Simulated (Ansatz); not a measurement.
Runs of Ansatz 0.2.0 on HfN. The structure is cubic, space group F-43m (No. 216). Conventional cell: a = 4.910 Å, b = 4.910 Å, c = 4.910 Å, α = 90.00°, β = 90.00°, γ = 90.00°. Hf (site symmetry -43m) is surrounded by 4 N at 2.13 Å. N (site symmetry -43m) is surrounded by 4 Hf at 2.13 Å. The cell comes from a database or a generator and needn't be the stable form of this composition.

| task | level | points for each segment of the path | gap on the mesh (eV) | pressure (GPa) | V0 of scaled cells (Å³/atom) | B0 (GPa) |
| --- | --- | --- | --- | --- | --- | --- |
| equation of state | HSE06 | - | - | - | 14.64 | (a) |
| single point | PBE0 | - | none | -2.0 | - | - |
| equation of state | PBE0 | - | - | - | 14.64 | 207 |
| band structure | HSE06 | 4 | none | -2.1 | - | - |

Alike in all rows: potentials or basis Ansatz PAW; no spin polarisation; cell as given; k mesh 6 × 6 × 6; cutoff (eV) 420; smearing fermi-dirac 0.05 eV; the mesh is coarse, so values aren't converged.

Estimate the missing entries.

(a) 206.

Caveats: all runs use coarse meshes; the PAW data sets were made with another functional, which shifts forces and pressure a little (some runs); the PAW data sets come from PBE, with cores solved anew for the run's functional, which leaves a small shift of forces and pressure (some runs); the thresholds are loose for stress (some runs); spin-orbit coupling is left out, which moves the levels of the heavy elements (some runs).

A k mesh can miss the band edges, and the runs leave out spin-orbit coupling on Hf.

A gap of «none» marks a metal or a gap under the smearing width.
